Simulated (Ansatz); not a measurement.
Crystal: CoO.

```xyz
4
Lattice="3.1976 0.0000 0.0000 -1.5988 2.7692 0.0000 0.0000 0.0000 5.2287" Properties=species:S:1:pos:R:3 pbc="T T T"
Co    0.0000    1.8462    2.6319
Co    0.0000    0.0000    0.0182
O     0.0000    1.8462    4.5571
O     0.0000    0.0000    1.9430
```

Measurements of this composition are mostly on another form, of space group No. 225.

Base run:

| Item | Value |
| --- | --- |
| Program | Ansatz 0.2.0 |
| Functional | PBEsol |
| Potentials or basis | Ansatz PAW |
| Cutoff | 420 eV (not typed: the program's choice for these potentials) |
| k mesh | 8 × 8 × 5 |
| Occupations | fermi-dirac, width 0.05 eV |
| Spin | collinear spin, ferromagnetic start |
| Starting moments | [4.0, 4.0, 0.0, 0.0] μB |
| Fixed moment | 8 μB |

Its results: pressure 6.5 GPa; site moments Co +2.71; O +0.62 μB; largest force 0.144 eV/Å.

Question: The run is repeated on the same cell with these changes: fixed moment from 8 μB to 4 μB; moments at the start from [4.0, 4.0, 0.0, 0.0] to [2.0, 2.0, 0.0, 0.0]. What comes out?

Answer: Pressure -15.3 GPa; site moments Co +1.66; O +0.17 μB; largest force 0.234 eV/Å.

Caveats: the total moment is fixed, so each spin has its own Fermi level; the PAW data sets come from PBE, with cores solved anew for the run's functional, which leaves a small shift of forces and pressure; the thresholds are loose for stress.
